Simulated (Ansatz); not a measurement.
# Competing collinear orders in Pd (P63/mmc)

```xyz
2
Lattice="2.7837 0.0000 0.0000 -1.3918 2.4107 0.0000 0.0000 0.0000 4.6289" Properties=species:S:1:pos:R:3 pbc="T T T"
Pd    1.3918    0.8036    3.4717
Pd    0.0000    1.6071    1.1572
```

The source of the geometry is a structure from the Materials Project; atoms and cell stay fixed.

The runs share PBE, 14×14×7 k mesh, Fermi–Dirac smearing of 0.05 eV. PAW means Ansatz 0.2.0 on its default frozen-core files; LAPW is all-electron LAPW in Ansatz 0.2.0. Site moments are integrated in spheres about the atoms, whose radii differ between the methods. Start moments of the first PAW run (μB): Pd1 0.6, Pd2 0.6.

Energies count from the run that starts all moments parallel. Patterns list the atoms that start with 0.5 μB or more.

```tsv
start	ΔF PAW (meV/atom)	ΔF LAPW (meV/atom)	largest moment, PAW (μB)	M, PAW (μB/cell)	order at the end, PAW	P, PAW (GPa)
Pd1↑, Pd2↑	0.0	0.0	?	0.76	kept	-1.1
Pd1↑, Pd2↓	+2.8	+3.0	0.00	0.00	moments lost	-1.4
no spin polarisation	+2.8	–	0.00	0.00	–	-1.4
```

Problem. Fill in "largest moment, PAW (μB)" for the row "Pd1↑, Pd2↑".

Solution. 0.39.

The lowest of these ends as follows. Site moments (μB): Pd1 0.39, Pd2 0.39. Cell moment 0.76 μB. Orders of other supercells weren't tried and can lie lower.

The Ansatz runs typed with the search for lower states off end where their start leads. These are results for the start and cell typed. The real compound can order otherwise, in a larger cell, or not at all, since semilocal functionals at zero temperature often overstate magnetism.
